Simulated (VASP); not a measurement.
Input of a VASP 6.6.1 run:

The input INCAR:

```
SYSTEM = Sn
PREC     = Accurate       ! precision mode
ENCUT    = 600            ! plane-wave cutoff, eV
EDIFF    = 1E-7           ! SCF threshold, eV
ISMEAR   = 0              ! smearing method
SIGMA    = 0.03           ! smearing width, eV
LREAL    = .FALSE.        ! projectors in reciprocal space
LASPH    = .TRUE.         ! aspherical terms in the spheres
NELM     = 80             ! most SCF steps
ALGO     = Normal         ! electronic algorithm
ISIF     = 3              ! what is computed and relaxed
LWAVE    = .FALSE.        ! write WAVECAR
LCHARG   = .FALSE.        ! write CHGCAR
GGA      = PS             ! functional
IBRION   = 2              ! ionic algorithm
NSW      = 90             ! ionic steps
EDIFFG   = -0.005         ! ionic threshold
KPAR     = 4
```

File KPOINTS:

```
regular mesh
0
G
  10 10 10
  0 0 0
```

File POSCAR:

```
Sn                                      
1.0
    0.0000000000      3.2685833779      3.2685833779
    3.2685833779      0.0000000000      3.2685833779
    3.2685833779      3.2685833779     -0.0000000000
  Sn            
     2
Direct
     0.0000000000000000    0.0000000000000000    0.0000000000000000
     0.2500000000000000    0.2500000000000000    0.2500000000000000
```

Potentials or basis: VASP PAW PBE potentials, release 64 (Sn_d).

The run is started by

```sh
$ cat potpaw_PBE.64/Sn_d/POTCAR > POTCAR
$ mpirun -np 4 vasp_std > vasp.out
```

(1) Estimate the band gap on the k mesh.

Results:

(1) none (metal or under the smearing width).

Caveat: the relaxation stopped at its first step, so nothing moved.
